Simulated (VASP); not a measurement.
# N2: relaxation of the atoms with PBE+D3(BJ)

The system is N2, in a box.

```
CELL_PARAMETERS angstrom
10.00000 0.00000 0.00000
0.00000 10.50000 0.00000
0.00000 0.00000 11.00000
ATOMIC_POSITIONS crystal
N 0.50000 0.50000 0.55136
N 0.50000 0.50000 0.44864
```

```
Program                : VASP 6.6.1
Task                   : relaxation of the atoms
Functional             : PBE
Dispersion             : D3(BJ)
Potentials or basis    : VASP PAW PBE potentials, release 64 (N)
Cutoff                 : 520 eV
k mesh                 : 1 × 1 × 1
Occupations            : gaussian, width 0.05 eV
Spin                   : no spin polarisation
Further INCAR settings : ALGO = Normal; EDIFF = 1e-07; IBRION = 2; EDIFFG = -0.01; NSW = 60
```

```yaml
Energy_gained_by_relaxing: 10.2 meV/atom
Ionic_steps: 11
Largest_force_after_relaxing: 0.010 eV/Å
Gap_between_the_frontier_levels: 8.06 eV
Dispersion_energy_per_atom: -0.006 eV
```

Forces on the atoms (eV/Å):
```
N    0.000  0.000 -0.010
N    0.000  0.000  0.010
```

Step by step:
| step | energy change (eV) | largest force (eV/Å) | pressure (GPa) |
| --- | --- | --- | --- |
| 1 | 0.0000 | 2.3781 | -0.13 |
| 2 | 5.9556 | 72.1145 | 2.93 |
| 3 | -0.0138 | 1.3794 | -0.08 |
| 4 | -0.0183 | 0.7848 | -0.05 |
| 5 | -0.0204 | 0.0213 | -0.01 |
| 6 | -0.0204 | 0.0300 | -0.01 |
| 7 | -0.0204 | 0.0257 | -0.01 |
| 8 | -0.0204 | 0.0128 | -0.01 |
| 9 | -0.0204 | 0.0117 | -0.01 |
| 10 | -0.0204 | 0.0111 | -0.01 |
| 11 | -0.0204 | 0.0098 | -0.01 |

Final structure:
```yaml
crystal:
  lattice:
    - [10.00000, 0.00000, 0.00000]
    - [0.00000, 10.50000, 0.00000]
    - [0.00000, 0.00000, 11.00000]
  atoms:
    - { symbol: N, position: [0.50000, 0.50000, 0.55060] }
    - { symbol: N, position: [0.50000, 0.50000, 0.44940] }
```

Levels at points of the mesh, in eV from the valence-band top:
```csv
k point,band 1,band 2,band 3,band 4,band 5,band 6,band 7,band 8,band 9
"(0.00, 0.00, 0.00)",-17.99,-3.35,-1.34,-1.34,0.00,8.06,8.06,9.90,11.06
```

Wall time 6 min on 1 thread of Intel(R) Xeon(R) Platinum 8488C (Sapphire Rapids), on a shared host, peak memory 1 GiB.

Caveat: the standard files for N, O and F lose accuracy on very short bonds. A hybrid or GW would open this gap; PBE tends to underestimate it.
